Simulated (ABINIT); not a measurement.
# CoO (F-43m) in ABINIT: reference runs, part 2 of 2

ABINIT 10.8.3 (patched build). Earlier steps stand in the parts before.

**3. Single point, PBE, collinear spin, ferromagnetic start**

run.py

```python
import json, os
import numpy as np
from ase.units import GPa
from ase.calculators.abinit import Abinit, AbinitProfile
from ase import Atoms

atoms = Atoms(['Co', 'O'],
              cell=[[0.0, 2.34364184, 2.34364184], [2.34364184, 0.0, 2.34364184], [2.34364184, 2.34364184, 0.0]],
              scaled_positions=[[0.0, 0.0, 0.0], [0.25, 0.25, 0.25]],
              pbc=True)
atoms.set_initial_magnetic_moments([3.0, 0.0])

profile = AbinitProfile(command='abinit', pp_paths=[os.path.abspath('pseudos')])
params = dict(
    pps='pawxml', xc='PBE',
    ecut=707.496,
    pawecutdg=1306.1465,
    pawxcdev=0,
    kptopt=1,
    ngkpt=[10, 10, 10],
    nshiftk=1,
    shiftk=[0.0, 0.0, 0.0],
    ixc=11,
    nband=16,
    occopt=3,
    tsmear=0.05,
    nstep=100,
    tolvrs=1e-09,
    prtwf=0,
    prtden=0,
)

atoms.calc = Abinit(profile=profile, directory='run', **params)
energy = atoms.get_potential_energy()
forces = atoms.get_forces()
stress = atoms.get_stress()
print(f'energy {energy:.6f} eV')
print('forces (eV/A)')
print(np.round(forces, 5))
print('stress (GPa, Voigt, tension positive)', np.round(stress / GPa, 4))
json.dump(dict(energy=energy, forces=forces.tolist(), stress=stress.tolist(), cell=atoms.cell.tolist(), frac=atoms.get_scaled_positions(wrap=False).tolist()), open('results.json', 'w'))
```

Potentials or basis: JTH PAW PBE v2.0.

Run with:

```sh
$ python run.py
```

Log:

```text
energy -4422.537717 eV
forces (eV/A)
[[-0. -0.  0.]
 [ 0.  0. -0.]]
stress (GPa, Voigt, tension positive) [12.5485 12.5485 12.5485  0.      0.      0.    ]
```

abinit.in:

```text
spinat
0.00000000000000 0.00000000000000 3.00000000000000
0.00000000000000 0.00000000000000 0.00000000000000
ecut 707.496 eV
ixc 11
kptopt 1
natom 2
nband 16
ngkpt
10 10 10
nshiftk 1
nsppol 2
nstep 100
occopt 3
pawecutdg 1306.1465 eV
pawxcdev 0
prtden 0
prtwf 0
shiftk
0.0 0.0 0.0
tolvrs 1e-09
tsmear 0.05 eV
#Definition of the unit cell
acell
1.00000000000000 1.00000000000000 1.00000000000000 Angstrom
rprim
0.00000000000000 2.34364184000000 2.34364184000000
2.34364184000000 0.00000000000000 2.34364184000000
2.34364184000000 2.34364184000000 0.00000000000000
chkprim 0 # Allow non-primitive cells
#Definition of the atom types
ntypat 2
znucl 8 27
#Enumerate different atomic species
typat
 2 1
pseudos "./pseudos/O.GGA_PBE-JTH.xml,
./pseudos/Co.GGA_PBE-JTH.xml"
#Definition of the atoms
xcart
0.00000000000000 0.00000000000000 0.00000000000000
2.21442060732627 2.21442060732627 2.21442060732627
chkexit 1 # abinit.exit file in the running directory terminates after the current SCF
```

abinit.abo:

```text
.Version 10.8.3 of ABINIT
 Symmetries : space group F-4 3 m (#216); Bravais cF (face-center cubic)
================================================================================
 Values of the parameters that define the memory need of the present run
     intxc =       0    ionmov =       0      iscf =      17    lmnmax =      18
     lnmax =       6     mgfft =      30  mpssoang =       3    mqgrid =    3001
     natom =       2  nloc_mem =       2    nspden =       2   nspinor =       1
    nsppol =       2      nsym =      24    n1xccc =       1    ntypat =       2
    occopt =       3   xclevel =       2
       mpw =        1113          nfft =       27000          nkpt =          47
 PAW method is used; the additional fine FFT grid is defined by:
   mgfftf=        40    nfftf =     64000
================================================================================
================================================================================

--------------------------------------------------------------------------------
------------- Echo of variables that govern the present computation ------------
--------------------------------------------------------------------------------
 -outvars: echo values of preprocessed input variables --------
            acell      1.8897261259E+00  1.8897261259E+00  1.8897261259E+00 Bohr
              amu      1.59994000E+01  5.89332000E+01
          chkexit           1
          chkprim           0
             ecut      2.59999984E+01 Hartree
              ixc          11
         kptrlatt       10    0    0      0   10    0      0    0   10
[... 238 lines left out ...]
PAW spherical_terms : -4.86964842424987E+00
internal            : -1.62524796703611E+02
'-kT*entropy'       : -4.68621247210618E-04
total_energy_dc     : -1.62525265324858E+02
total_energy_dc_eV  : -4.42253776948525E+03
...

--- !EnergyTermsWithPAWCore
iteration_state     : {dtset: 1, }
comment             : 'Components of total free energy, including PAW core contributions'
Total energy        : -1.46867866098373E+03
Total energy DC     : -1.46867866289892E+03
Total energy (eV)   : -3.99647823152586E+04
Total energy DC (eV): -3.99647823673734E+04
...

 Cartesian components of stress tensor (hartree/bohr^3)
  sigma(1 1)=  4.26514001E-04  sigma(3 2)=  0.00000000E+00
  sigma(2 2)=  4.26514001E-04  sigma(3 1)=  0.00000000E+00
  sigma(3 3)=  4.26514001E-04  sigma(2 1)=  0.00000000E+00

-Cartesian components of stress tensor (GPa)         [Pressure= -1.2548E+01 GPa]
- sigma(1 1)=  1.25484751E+01  sigma(3 2)=  0.00000000E+00
- sigma(2 2)=  1.25484751E+01  sigma(3 1)=  0.00000000E+00
- sigma(3 3)=  1.25484751E+01  sigma(2 1)=  0.00000000E+00

== END DATASET(S) ==============================================================
================================================================================

 -outvars: echo values of variables after computation  --------
            acell      1.8897261259E+00  1.8897261259E+00  1.8897261259E+00 Bohr
           etotal     -1.6252526532E+02
            fcart     -5.7146522416E-31 -1.1651953272E-30  2.7534233528E-30
                       5.7146522416E-31  1.1651953272E-30 -2.7534233528E-30
            rprim      0.0000000000E+00  2.3436418400E+00  2.3436418400E+00
                       2.3436418400E+00  0.0000000000E+00  2.3436418400E+00
                       2.3436418400E+00  2.3436418400E+00  0.0000000000E+00
           strten      4.2651400063E-04  4.2651400063E-04  4.2651400063E-04
                       0.0000000000E+00  0.0000000000E+00  0.0000000000E+00
           xangst      0.0000000000E+00  0.0000000000E+00  0.0000000000E+00
                       1.1718209200E+00  1.1718209200E+00  1.1718209200E+00
             xred      0.0000000000E+00  0.0000000000E+00  0.0000000000E+00
                       2.5000000000E-01  2.5000000000E-01  2.5000000000E-01
 Calculation completed.
```

It took 1.7 min on 1 thread of Arm Neoverse V1, shared host; peak memory 0.16 GiB.

Results:

| Item | Value |
| --- | --- |
| Free energy | -4422.5378 eV |
| Pressure | -12.5 GPa |
| Band gap on the k mesh | none (metal or under the smearing width) |
| Net moment | 2.98 μB per cell |
| Site moments | Co +2.55; O +0.30 μB |
| Valence electrons inside the program's atomic spheres | Co 15.27; O 4.48 |

Caveat: a cell with one magnetic atom can't hold antiferromagnetic order, which such compounds often take; semilocal functionals often make such compounds metallic where correlation or magnetic order opens a gap, which also shifts bond lengths. With open d or f shells a metallic result of PBE can be an artefact of self-interaction; +U or a hybrid may open a gap.
